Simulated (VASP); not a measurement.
# SiC (P6_3mc) in VASP: further runs

Runs on SiC. Level: PBE. Tasks: relaxation of cell and atoms.

Program: VASP 6.6.1. These are calculated values, not measurements. Logs are shortened: lines on timing, memory, paths and dates and some standing lists are left out, and cuts for length are marked.

### Step 1. The crystal as given

It takes space group P6_3mc (No. 186, hexagonal). Conventional cell: a = 3.076 Å, b = 3.076 Å, c = 5.048 Å, α = 90.00°, β = 90.00°, γ = 120.00°. Around Si (site symmetry 3m) lie 4 C at 1.87 to 1.94 Å. C (site symmetry 3m) has 4 Si at 1.87 to 1.94 Å as nearest neighbours.

### Step 2. Relaxation of cell and atoms, PBE

INCAR reads:

```
PREC     = Accurate       # precision mode
ENCUT    = 700            # plane-wave cutoff, eV
EDIFF    = 1E-7           # SCF threshold, eV
ISMEAR   = 0              # smearing method
SIGMA    = 0.02           # smearing width, eV
LREAL    = F              # projectors in reciprocal space
LASPH    = T              # aspherical terms in the spheres
NELM     = 80             # most SCF steps
ALGO     = Normal         # electronic algorithm
ISIF     = 3              # what is computed and relaxed
LWAVE    = F              # write WAVECAR
LCHARG   = F              # write CHGCAR
GGA      = PE             # functional
IBRION   = 2              # ionic algorithm
NSW      = 80             # ionic steps
EDIFFG   = -0.002         # ionic threshold
KPAR     = 4
```

KPOINTS reads:

```
Automatic mesh
0
Gamma
  12 12 6
```

POSCAR reads:

```
SiC
1.0
    3.0760000000      0.0000000000      0.0000000000
   -1.5380000000      2.6638941400      0.0000000000
    0.0000000000      0.0000000000      5.0480000000
Si C
2 2
Direct
    0.3333333300      0.6666666700      0.0000000000
    0.6666666700      0.3333333300      0.5000000000
    0.3333333300      0.6666666700      0.3850000000
    0.6666666700      0.3333333300      0.8850000000
```

Potentials or basis: VASP PAW PBE potentials, release 64 (Si, C).

Started as:

```console
> cat potpaw_PBE.64/Si/POTCAR potpaw_PBE.64/C/POTCAR > POTCAR
> mpirun -np 4 vasp_std > vasp.out
```

OUTCAR:

```text
PREC = Accurate
   ENCUT = 700
   EDIFF = 1E-7
   ISMEAR = 0
   LREAL = F
   LASPH = T
   NELM = 80
   ISIF = 3
   GGA = PE
   IBRION = 2
   NSW = 80
   EDIFFG = -0.002

 ion  position               nearest neighbor table
   1  0.333  0.667  0.000-   4 1.87   4 1.87   4 1.87   3 1.94   2 3.09   2 3.09   2 3.09   2 3.09
                             2 3.09   2 3.09
   2  0.667  0.333  0.500-   3 1.87   3 1.87   3 1.87   4 1.94   1 3.09   1 3.09   1 3.09   1 3.09
                             1 3.09   1 3.09
   3  0.333  0.667  0.385-   2 1.87   2 1.87   2 1.87   1 1.94
   4  0.667  0.333  0.885-   1 1.87   1 1.87   1 1.87   2 1.94

  LATTYP: Found a hexagonal cell.
 ALAT       =     3.0760000000
 C/A-ratio  =     1.6410923277

  Lattice vectors:

 A1 = (   3.0760000000,   0.0000000000,   0.0000000000)
 A2 = (  -1.5380000000,   2.6638941400,   0.0000000000)
 A3 = (   0.0000000000,   0.0000000000,   5.0480000000)

Analysis of symmetry for initial positions (statically):
=====================================================================
 Subroutine PRICEL returns:
 Original cell was already a primitive cell.

 Routine SETGRP: Setting up the symmetry group for a
 hexagonal supercell.

 Subroutine GETGRP returns: Found 12 space group operations
 (whereof  6 operations were pure point group operations)
 out of a pool of 24 trial point group operations.

The static configuration has the point symmetry C_3v.
 The point group associated with its full space group is C_6v.

Analysis of symmetry for dynamics (positions and initial velocities):
=====================================================================
 Subroutine PRICEL returns:
 Original cell was already a primitive cell.

 Routine SETGRP: Setting up the symmetry group for a
 hexagonal supercell.

 Subroutine GETGRP returns: Found 12 space group operations
 (whereof  6 operations were pure point group operations)
 out of a pool of 24 trial point group operations.

The dynamic configuration has the point symmetry C_3v.
 The point group associated with its full space group is C_6v.

 Subroutine INISYM returns: Found 12 space group operations
 (whereof  6 operations are pure point group operations),
 and found     1 'primitive' translations

----------------------------------------------------------------------------------------

                                     Primitive cell

  volume of cell :      41.3640

[... 114 lines left out ...]
  Fermi-wavevector in a.u.,A,eV,Ry     =   1.192817  2.254098 19.358549  1.422813
  Thomas-Fermi vector in A             =   2.328847
   LORBIT       =      0    0 simple, 1 ext, 2 COOP (PROOUT), +10 PAW based schemes
   GGA     = PE    functional components
   LHFCALC =     F    Hartree Fock is set to
   AEXX    =    0.0000 exact exchange contribution
   IVDW    =     0    specifies the selected vdW correction
   LEPSILON=     F    determine dielectric tensor
   LRPA    =     F    only Hartree local field effects (RPA)
 conjugate gradient relaxation of ions
 non-spin polarized calculation
 Gauss-broadening in eV      SIGMA  =   0.02
  energy-cutoff  :      700.00
  volume of cell :       41.36
 maximum number of plane-waves:      1768
 NGX is ok and might be reduce to    28
   NGX = 13   NGY = 13   NGZ = 21

--------------------------------------- Ionic step        1  -------------------------------------------

 number of electron      16.0000001 magnetization

 Free energy of the ion-electron system (eV)
  ---------------------------------------------------
  ext. energy  EPLUGINS =         0.00000000
  ---------------------------------------------------
  free energy    TOTEN  =       -30.07621758 eV

  energy without entropy =      -30.07621758  energy(sigma->0) =      -30.07621758

------------------------ aborting loop because EDIFF is reached ----------------------------------------

  FORCE on cell =-STRESS in cart. coord.  units (eV):
  Direction    XX          YY          ZZ          XY          YZ          ZX
  --------------------------------------------------------------------------------------
  -------------------------------------------------------------------------------------
  Total        1.3072786      1.3072786      0.0571096      0.0000000      0.0000000      0.0000000
  in kB       50.6356145     50.6356144      2.2120590      0.0000000      0.0000000      0.0000000
  external PRESSURE =      34.4944293 kB  Pullay stress =       0.0000000 kB
[... 215 lines left out ...]
--------------------------------------- Ionic step        7  -------------------------------------------

 number of electron      16.0000000 magnetization

 Free energy of the ion-electron system (eV)
  ---------------------------------------------------
  ext. energy  EPLUGINS =         0.00000000
  ---------------------------------------------------
  free energy    TOTEN  =       -30.11824759 eV

  energy without entropy =      -30.11824759  energy(sigma->0) =      -30.11824759

 E-fermi :   8.2226     XC(G=0): -11.2872

 val. band max:        8.0945063855   @ k =   0.0000   0.0000   0.0000
 cond. band min:      10.3974698990   @ k =   0.3333   0.3333   0.0000
 fundamental gap:      2.3029635135
 Fermi energy:         8.2226011987

 k-point     1 :       0.0000    0.0000    0.0000
  band No.  band energies     occupation
      1      -7.3584      2.00000
      2      -3.8457      2.00000
      3      -0.5193      2.00000
      4       6.7850      2.00000
      5       6.7850      2.00000
      6       7.9841      2.00000
      7       8.0945      2.00000
      8       8.0945      2.00000
      9      12.7789      0.00000
     10      14.1508      0.00000
     11      14.6771      0.00000
     12      14.6771      0.00000
[... 331 lines left out ...]
 k-point    24 :       0.3333    0.0000    0.1667
  band No.  band energies     occupation
      1      -5.4065      2.00000
      2      -2.8882      2.00000
      3       0.8094      2.00000
      4       2.5150      2.00000
      5       3.3390      2.00000
      6       5.2715      2.00000
      7       6.5044      2.00000
      8       6.9964      2.00000
      9      11.4487      0.00000
     10      12.5552      0.00000
     11      14.8313      0.00000
     12      15.8607      0.00000

 [... further k-points ...]

------------------------ aborting loop because EDIFF is reached ----------------------------------------

  FORCE on cell =-STRESS in cart. coord.  units (eV):
  Direction    XX          YY          ZZ          XY          YZ          ZX
  --------------------------------------------------------------------------------------
  -------------------------------------------------------------------------------------
  Total        0.0002914      0.0002914     -0.0003396      0.0000000     -0.0000000      0.0000000
  in kB        0.0111252      0.0111252     -0.0129649      0.0000000     -0.0000000      0.0000000
  external PRESSURE =       0.0030952 kB  Pullay stress =       0.0000000 kB
[... 19 lines left out ...]
  FREE ENERGIE OF THE ION-ELECTRON SYSTEM (eV)
  ---------------------------------------------------
  free  energy   TOTEN  =       -30.1182475945 eV

  energy  without entropy=      -30.1182475945  energy(sigma->0) =      -30.11824759

 reached required accuracy - stopping structural energy minimisation
```

OSZICAR:

```text
N       E                     dE             d eps       ncg     rms          rms(c)
DAV:   1     0.466843228949E+02    0.46684E+02   -0.89892E+03  1824   0.152E+03
DAV:   2    -0.301124419041E+02   -0.76797E+02   -0.70793E+02  2592   0.211E+02
[... 55 lines left out ...]
   6 F= -.30118238E+02 E0= -.30118238E+02  d E =-.118425E-05
       N       E                     dE             d eps       ncg     rms          rms(c)
DAV:   1    -0.301182502869E+02   -0.12236E-04   -0.63614E-04  2044   0.218E-01    0.120E-02
DAV:   2    -0.301182488867E+02    0.14001E-05   -0.14819E-05  2300   0.341E-02    0.580E-03
DAV:   3    -0.301182475879E+02    0.12988E-05   -0.20876E-06  2248   0.133E-02    0.145E-03
DAV:   4    -0.301182475945E+02   -0.66252E-08   -0.56032E-07  1992   0.552E-03
   7 F= -.30118248E+02 E0= -.30118248E+02  d E =-.107358E-04
```

CONTCAR:

```text
SiC
   1.00000000000000
     3.0907834990410046   -0.0000000000000000    0.0000000000000000
    -1.5453917495205023    2.6766970256972717    0.0000000000000000
     0.0000000000000000    0.0000000000000000    5.0724970035641146
  Si              C
     2     2
Direct
     0.3333333300000021    0.6666666699999979    0.0045837645064184
     0.6666666699999979    0.3333333300000021    0.5045837645064184
     0.3333333300000021    0.6666666699999979    0.3804162354935796
     0.6666666699999979    0.3333333300000021    0.8804162354935796

  0.00000000E+00  0.00000000E+00  0.00000000E+00
  0.00000000E+00  0.00000000E+00  0.00000000E+00
  0.00000000E+00  0.00000000E+00  0.00000000E+00
  0.00000000E+00  0.00000000E+00  0.00000000E+00
```

Run time: 54 s. Hardware: 4 MPI ranks of Intel Xeon Platinum 8375C at 2.90GHz (Ice Lake), shared host; peak memory 0.22 GiB.

What came out:

| Quantity | Value |
| --- | --- |
| Free energy | -30.1182 eV |
| Relaxed volume | 10.49 Å³/atom |
| Relaxed cell | a = 3.091 Å, b = 3.091 Å, c = 5.072 Å, α = 90.00°, β = 90.00°, γ = 120.00° |
| Space group after relaxing (to 0.05 Å) | P6_3mc (No. 186) |
| Energy gained by relaxing | 10.5 meV/atom |
| Ionic steps | 7 |
| Pressure after relaxing | 0.0 GPa |
| Band gap on the k mesh | 2.30 eV, indirect (least direct gap 3.95 eV) |

The path:
| step | energy change (eV) | largest force (eV/Å) | pressure (GPa) | volume (Å³) |
| --- | --- | --- | --- | --- |
| 1 | 0.0000 | 0.7527 | 3.45 | 41.36 |
| 2 | -0.0030 | 0.6283 | -3.40 | 42.71 |
| 3 | -0.0389 | 0.0840 | -0.46 | 42.05 |
| 4 | -0.0420 | 0.0259 | 0.07 | 41.95 |
| 5 | -0.0420 | 0.0125 | 0.01 | 41.96 |
| 6 | -0.0420 | 0.0115 | -0.01 | 41.97 |
| 7 | -0.0420 | 0.0003 | 0.00 | 41.97 |

Final structure:
```xyz
4
Lattice="3.0908 0.0000 0.0000 -1.5454 2.6767 0.0000 0.0000 0.0000 5.0725" Properties=species:S:1:pos:R:3 pbc="T T T"
Si    0.0000    1.7845    0.0233
Si    1.5454    0.8922    2.5595
C     0.0000    1.7845    1.9297
C     1.5454    0.8922    4.4659
```

Levels at points of the mesh, in eV from the valence-band top:
| k point | band 6 | band 7 | band 8 | band 9 | band 10 | band 11 |
| --- | --- | --- | --- | --- | --- | --- |
| (0.00, 0.00, 0.00) | -0.11 | 0.00 | 0.00 | 4.68 | 6.06 | 6.58 |
| (0.50, 0.00, 0.00) | -3.29 | -3.24 | -1.19 | 2.76 | 4.21 | 6.77 |
| (0.00, 0.00, 0.50) | -0.71 | -0.71 | -0.71 | 5.77 | 5.77 | 7.27 |
| (0.50, 0.00, 0.50) | -2.42 | -2.31 | -2.31 | 3.26 | 3.26 | 5.20 |

### Step 3. Relaxation of cell and atoms, PBE

This run uses another cell than the first one, of 10.49 Å³/atom, 1.015 times its volume.

INCAR is that of step 2.

KPOINTS is that of step 2.

POSCAR reads:

```
SiC                                     
1.0
    3.0907834990     -0.0000000000      0.0000000000
   -1.5453917495      2.6766970257      0.0000000000
    0.0000000000      0.0000000000      5.0724970036
  Si              C             
     2     2
Direct
     0.3333333300000021    0.6666666699999979    0.0045837645064184
     0.6666666699999979    0.3333333300000021    0.5045837645064184
     0.3333333300000021    0.6666666699999979    0.3804162354935796
     0.6666666699999979    0.3333333300000021    0.8804162354935796
```

Potentials or basis: VASP PAW PBE potentials, release 64 (Si, C).

Started as:

```console
> cat potpaw_PBE.64/Si/POTCAR potpaw_PBE.64/C/POTCAR > POTCAR
> mpirun -np 4 vasp_std > vasp.out
```

Wall time 13 s (4 MPI ranks of Intel Xeon Platinum 8375C at 2.90GHz (Ice Lake), shared host); peak memory 0.21 GiB.

Results (log left out):

```
Free energy             : -30.1189 eV
Pressure after relaxing : 0.0 GPa
Band gap on the k mesh  : 2.30 eV, indirect (least direct gap 3.95 eV)
```

Final structure:
```
CELL_PARAMETERS angstrom
3.09078 0.00000 0.00000
-1.54539 2.67670 0.00000
0.00000 0.00000 5.07250
ATOMIC_POSITIONS crystal
Si 0.33333 0.66667 0.00458
Si 0.66667 0.33333 0.50458
C 0.33333 0.66667 0.38042
C 0.66667 0.33333 0.88042
```

Levels at points of the mesh, in eV from the valence-band top:
```tsv
k point	band 5	band 6	band 7	band 8	band 9	band 10	band 11	band 12
(0.00, 0.00, 0.00)	-1.31	-0.11	0.00	0.00	4.68	6.06	6.58	6.58
(0.50, 0.00, 0.00)	-5.38	-3.29	-3.24	-1.19	2.76	4.21	6.77	7.08
(0.00, 0.00, 0.50)	-0.71	-0.71	-0.71	-0.71	5.77	5.77	7.27	7.27
(0.50, 0.00, 0.50)	-2.42	-2.42	-2.31	-2.31	3.26	3.26	5.20	5.20
```

Caveat: the relaxation stopped at its first step, so nothing moved. A k mesh can miss the band edges.
